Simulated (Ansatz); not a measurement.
Runs of Ansatz 0.2.0 on Ti. Symmetry: Im-3m, No. 229, cubic system. Conventional cell: a = 3.282 Å, b = 3.282 Å, c = 3.282 Å, α = 90.00°, β = 90.00°, γ = 90.00°. Ti (site symmetry m-3m) is surrounded by 8 Ti at 2.84 Å. This isn't the form of Ti at room conditions, which is hcp.

```csv
task,level,k mesh,smearing,q mesh,points for each segment of the path,atoms under strain,gap on the mesh (eV),pressure (GPa)
phonons,LDA,8 × 8 × 8,fermi-dirac 0.05 eV,4 × 4 × 4,8,-,none,-
phonons,PBEsol,8 × 8 × 8,fermi-dirac 0.05 eV,4 × 4 × 4,8,-,none,-
elastic constants,PBEsol,8 × 8 × 8,fermi-dirac 0.05 eV,-,-,relaxed,none,-6.9
elastic constants,LDA,8 × 8 × 8,fermi-dirac 0.05 eV,-,-,relaxed,none,-10.9
single point,LDA,11 × 11 × 11,gaussian 0.05 eV,-,-,-,none,(a)
```

Alike in all rows: potentials or basis Ansatz PAW; no spin polarisation; cell as given; cutoff (eV) 420.

Fill in the values left out.

(a) -11.2.

Caveats: the PAW data sets come from PBE, with cores solved anew for the run's functional, which leaves a small shift of forces and pressure; some modes are imaginary (some runs); the cell is more than 3 GPa from zero pressure, which shifts response properties (some runs); the elastic tensor has a negative eigenvalue, so either the cell is unstable as it stands or the mesh is too thin (some runs).

A gap of «none» marks a metal or a gap under the smearing width.

Runs at the PBE level aren't shown here.
